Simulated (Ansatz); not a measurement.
# InSe: the cost of one run

Program: Ansatz 0.2.0. Level of theory: DFT PBE+D3(BJ), scalar-relativistic, plane waves, PAW. These are calculated values, not measurements.

5 further runs of the same task are left out: 2 that didn't finish, 3 set aside as unsound or not needed. Runs told in other sessions of the task aren't counted.

## Step 1: Starting point

It takes space group P6_3/mmc (No. 194, hexagonal). The conventional cell has a = 4.032 Å, b = 4.032 Å, c = 16.762 Å, α = 90.00°, β = 90.00°, γ = 120.00°. Around In (site symmetry 3m) lie 3 Se at 2.66 Å and 1 In at 2.79 Å. Around Se (site symmetry 3m) lie 3 In at 2.66 Å.

As a file:

```
In Se
1.0
    -4.03177    0.00000    0.00000
    -2.01589   -3.49162    0.00000
     0.00000    0.00000   16.76237
In Se
4 4
Direct
  0.33333 0.33333 0.16666
  0.66667 0.66667 0.66666
  0.33333 0.33333 0.33334
  0.66667 0.66667 0.83334
  0.33333 0.33333 0.58987
  0.66667 0.66667 0.08987
  0.33333 0.33333 0.91013
  0.66667 0.66667 0.41013
```

It is the result of an earlier relaxation at this level (volume 29.50 Å³/atom; gap on the mesh: 0.37 eV).

## Step 2: Zero of energy

The reference gives a free energy of -44274.1519 eV, pressure 0.00 GPa, largest force 0.002 eV/Å and gap on the mesh 0.37 eV. It was computed beforehand with the settings of the runs below.

## Step 3: Setting up pulling the crystal apart

The cut lies on the cell's a–b face, a (0 0 1) plane of area 14.08 Å², between layers 3.01 Å apart (Se below, Se above); the cell is 16.8 Å thick. Vector c is lengthened by d along the normal with the atoms' Cartesian places fixed: one unrelaxed cut per cell.

## Step 4: d = 1.00 Å

The input, input.yaml:

```yaml
crystal:
  lattice:
    - [-4.0317714842, 0.0, 0.0]
    - [-2.0158857421, -3.4916165276, 0.0]
    - [0.0, 0.0, 17.7623716544]
  atoms:
    - { symbol: In, position: [0.3333333333, 0.3333333333, 0.1572755401] }
    - { symbol: In, position: [0.6666666667, 0.6666666667, 0.629126146] }
    - { symbol: In, position: [0.3333333333, 0.3333333333, 0.3145750658] }
    - { symbol: In, position: [0.6666666667, 0.6666666667, 0.7864256717] }
    - { symbol: Se, position: [0.3333333333, 0.3333333333, 0.5566621036] }
    - { symbol: Se, position: [0.6666666667, 0.6666666667, 0.0848114977] }
    - { symbol: Se, position: [0.3333333333, 0.3333333333, 0.8588897141] }
    - { symbol: Se, position: [0.6666666667, 0.6666666667, 0.3870391082] }
basis:
  ecutwfc: 420
kpoints:
  mp_grid: { grid: [9, 9, 2] }
hamiltonian:
  xc: pbe
  dispersion: d3bj
scf:
  occupations: { method: gaussian, width: 0.03 }
output:
  forces: true
  stress: true
  eigenvalues: true
```

Started as:

```sh
ansatz run input.yaml --threads 2 --pin off --max-ram 5120MiB --backend cpu --events-out ev --progress --plain --runs-dir out
```

Q: Estimate wall time and peak memory on 2 threads of Intel Xeon Platinum 8488C (Sapphire Rapids), shared host.

About 7.2 s, with a peak of 0.78 GiB.
